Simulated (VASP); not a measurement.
Here is a VASP 6.6.1 calculation.

Contents of INCAR:

```
ALGO = Normal
EDIFF = 1E-7
EDIFFG = -0.01
ENCUT = 600
GGA = PE
IBRION = 2
ISIF = 2
ISMEAR = 0
LASPH = True
LCHARG = False
LREAL = False
LWAVE = False
NELM = 80
NSW = 40
PREC = Accurate
SIGMA = 0.03
```

KPOINTS

```
k-points
0
Gamma
  8 8 8
```

The input POSCAR:

```
KCl                                     
1.0
    0.0000000000      3.2356779717      3.2356779717
    3.2356779717      0.0000000000      3.2356779717
    3.2356779717      3.2356779717      0.0000000000
  K               Cl            
     1     1
Direct
     0.0000000000000000    0.0000000000000000    0.0000000000000000
     0.5000000000000000    0.5000000000000000    0.5000000000000000
```

Potentials or basis: VASP PAW PBE potentials, release 64 (K_sv, Cl).

Command:

```console
$ cat potpaw_PBE.64/K_sv/POTCAR potpaw_PBE.64/Cl/POTCAR > POTCAR
$ mpirun -np 1 vasp_std > vasp.out
```

**Question.** What does it give for the band gap on the k mesh?

**Answer.** 4.91 eV, direct.

Final structure:
```xyz
2
Lattice="0.0000 3.2357 3.2357 3.2357 0.0000 3.2357 3.2357 3.2357 0.0000" Properties=species:S:1:pos:R:3 pbc="T T T"
K     0.0000    0.0000    0.0000
Cl    3.2357    3.2357    3.2357
```

Caveat: the relaxation stopped at its first step, so nothing moved. A k mesh can miss the band edges.
